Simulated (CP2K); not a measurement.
**GaP in CP2K: the effect of functional**

GaP:

```
CELL_PARAMETERS angstrom
3.85409 0.00000 0.00000
1.92704 3.33774 0.00000
1.92704 1.11258 3.14685
ATOMIC_POSITIONS crystal
Ga 0.00000 0.00000 0.00000
P 0.75000 0.75000 0.75000
```

Alike in all runs:

- Program: CP2K 2026.2
- Task: atomic charges
- Potentials or basis: POTENTIAL_UZH Ga GTH-PBE-q13, P GTH-PBE-q5; TZVP-MOLOPT-PBE-GTH basis
- Density cutoff: 9184 eV
- k mesh: 8 × 8 × 8
- Occupations: fermi-dirac, width 0.05 eV
- Spin: no spin polarisation

| functional | gap on the mesh (eV) | pressure (GPa) |
| --- | --- | --- |
| LDA | 1.45 | -1.0 |
| revPBE | 1.73 | 4.1 |
| PW91 | 1.65 | 2.8 |
| AM05 | 1.57 | 0.5 |
| SCAN | ? | ? |

Question: What does the run with functional SCAN give?

Answer: gap on the mesh 1.82 eV; pressure 0.0 GPa.

Caveats: the potentials were made for another functional, which shifts forces and pressure; the basis of atomic orbitals isn't converged, which shifts pressures, moduli and gaps.

A k mesh can miss the band edges.

Runs at the PBE level aren't shown here.
